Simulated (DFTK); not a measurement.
**BN under changes of volume**

One of the cells (5.969 Å³/atom); the others are scaled copies at fixed shape and fractional positions:

```
N B
1.0
     2.55394    0.00000    0.00000
    -1.27697    2.21178    0.00000
     0.00000    0.00000    4.22685
N B
2 2
Direct
  0.33333 0.66667 0.12528
  0.66667 0.33333 0.62528
  0.33333 0.66667 0.49972
  0.66667 0.33333 0.99972
```

Measurements of this composition are mostly on another form, of space group No. 194.

* Program: DFTK 0.8.2
* Functional: PBEsol
* Potentials or basis: dojo.nc.sr.pbesol.v0_4_1.standard.upf (PBEsol)
* Cutoff: 1143 eV
* k mesh: 12 × 12 × 6
* Occupations: fermi-dirac, width 0.05 eV
* Spin: no spin polarisation

```csv
volume (Å³/atom),energy over the lowest point (meV/atom),pressure (GPa),gap on the mesh (eV),largest force (eV/Å)
5.611,16.29,20.1,4.94,0.042
5.730,4.85,10.8,4.97,0.024
5.850,0.00,2.3,5.01,0.007
5.969,?,?,?,?
6.088,7.76,-12.3,5.06,0.024
6.208,19.32,-18.7,5.09,0.038
6.327,35.41,-24.4,5.11,0.051
```

What does the run at 5.969 Å³/atom give?

Energy over the lowest point 1.15 meV/atom; pressure -5.3 GPa; gap on the mesh 5.04 eV; largest force 0.009 eV/Å.

Worked out: A Birch-Murnaghan fit of order 3 (a polynomial in V^(-2/3)) to the other rows has its minimum at 5.88 Å³/atom with B0 = V·E''(V) = 386 GPa and B' = 3.7 at fixed shape and positions, which overstates the stiffness. It gives 1.15 meV/atom at 5.969 Å³/atom, against the run's 1.15, and -dE/dV = -5.3 GPa, against -5.3. A straight line through the other rows of the gap, of slope 1.43 eV per unit of ln V, gives 5.03 eV, against the run's 5.04.

Energies are extrapolated to zero smearing.

A mesh can miss the band edges.
